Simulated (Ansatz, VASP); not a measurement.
One calculation of AlN, two programs

```xyz
4
Lattice="3.1527 0.0000 0.0000 -1.5763 2.7303 0.0000 0.0000 0.0000 5.0558" Properties=species:S:1:pos:R:3 pbc="T T T"
Al    0.0000    1.8202   -0.0039
Al    1.5763    0.9101    2.5240
N     0.0000    1.8202    1.9251
N     1.5763    0.9101    4.4530
```

Alike in both runs: functional PBEsol; k mesh 10 × 10 × 6; occupations gaussian, width 0.05 eV; no spin polarisation.

Ansatz relaxed the structure, and its values are those at the end. VASP's run is a single point on that final structure, the one shown.

|  | VASP | Ansatz |
| --- | --- | --- |
| version | VASP 6.6.1 | Ansatz 0.2.0 |
| potentials or method | VASP PAW PBE potentials, release 64 (Al, N) | scalar-relativistic, plane waves, PAW |
| plane-wave cutoff (eV) | 520 | 420 |
| valence electrons in the cell | 16 | 16 |

|  | VASP | Ansatz | Ansatz less VASP |
| --- | --- | --- | --- |
| gap on the k mesh at the Fermi level (eV) | 3.78 | 3.77 | -0.015 |
| least direct gap on the mesh (eV) | 3.78 | 3.77 | -0.015 |
| pressure (GPa) | -7.3 | -7.3 | +0.05 |
| rms of the force components (eV/Å) | 0.005 | 0.005 | +0.0001 |

Caveats: the PAW data sets were made with another functional, which shifts forces and pressure a little (VASP). A hybrid or GW would open this gap; PBEsol tends to underestimate it.
